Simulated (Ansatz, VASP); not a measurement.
**Two plane-wave programs on Hf**

The input INCAR:

```
ALGO     = Normal         # electronic algorithm
EDIFF    = 1E-8           # SCF threshold, eV
ENCUT    = 520            # plane-wave cutoff, eV
GGA      = PS             # functional
ISIF     = 2              # what is computed and relaxed
ISMEAR   = -1             # smearing method
LASPH    = T              # aspherical terms in the spheres
LCHARG   = F              # write CHGCAR
LEFG     = T            
LREAL    = F              # projectors in reciprocal space
LWAVE    = F              # write WAVECAR
NBANDS   = 17             # bands
NELM     = 80             # most SCF steps
PREC     = Accurate       # precision mode
SIGMA    = 0.05           # smearing width, eV
```

The input KPOINTS:

```
k-points
0
Gamma
  13 13 7
```

The input POSCAR:

```
Hf
1.0
    3.1966985242      0.0000000000      0.0000000000
   -1.5983492621      2.7684221302      0.0000000000
    0.0000000000      0.0000000000      5.0578000000
Hf
2
Direct
    0.3333333333      0.6666666667      0.2500000000
    0.6666666667      0.3333333333      0.7500000000
```

Input for Ansatz:

```yaml
crystal:
  lattice:
    - [3.1966985242, 0.0, 0.0]
    - [-1.5983492621, 2.7684221302, 0.0]
    - [0.0, 0.0, 5.0578]
  atoms:
    - { symbol: Hf, position: [0.3333333333, 0.6666666667, 0.25] }
    - { symbol: Hf, position: [0.6666666667, 0.3333333333, 0.75] }
kpoints:
  mp_grid: { grid: [13, 13, 7] }
  band_path:
    path:
      - [0.0, 0.0, 0.0]
      - [0.5, 0.0, 0.0]
      - [0.3333333333, 0.3333333333, 0.0]
      - [0.0, 0.0, 0.0]
      - [0.0, 0.0, 0.5]
      - [0.5, 0.0, 0.5]
      - [0.3333333333, 0.3333333333, 0.5]
      - [0.0, 0.0, 0.5]
      - [0.5, 0.0, 0.5]
    npoints: 14
scf:
  occupations: { method: fermi_dirac, width: 0.05 }
hamiltonian:
  xc: pbesol
  pseudopotentials: { kind: paw }
output:
  forces: true
  stress: true
  eigenvalues: true
  efg: { contact_densities: true }
  populations: true
  bader: true
  dos: { projected: true, de: 0.2, e_range: [-14, 8] }
  write_density: true
  write_potential: true
  elf: true
  volumetric_format: npy
```

Alike in both runs: task electric field gradients; functional PBEsol; k mesh 13 × 13 × 7; occupations fermi-dirac, width 0.05 eV; no spin polarisation.

|  | VASP | Ansatz |
| --- | --- | --- |
| version | VASP 6.6.1 | Ansatz 0.2.0 |
| potentials or method | VASP PAW PBE potentials, release 64 (Hf_pv) | PAW with Ansatz's default frozen-core files, scalar-relativistic |
| plane-wave cutoff (eV) | 520 | 420 |
| valence electrons in the cell | 20 | 52 |

Ansatz gave:

```
pressure (GPa)                                                 : -3.7
largest component of the traceless stress (GPa)                : 0.14
Vzz of the field gradient on the site that differs most (V/Å²) : 91.8
```

Q: Which values does VASP return?

A: Pressure (GPa): -4.1; largest component of the traceless stress (GPa): 0.20; Vzz of the field gradient on the site that differs most (V/Å²): 82.3.

The functional is the same, so the differences come from potentials, cutoffs and numerics. The two sets of potentials don't hold the same shells in valence. Ansatz warned: «gradients_without_spin_orbit».

Caveats: the PAW data sets were made with another functional, which shifts forces and pressure a little (VASP). The runs have no spin-orbit coupling, so splittings on Hf are missing.
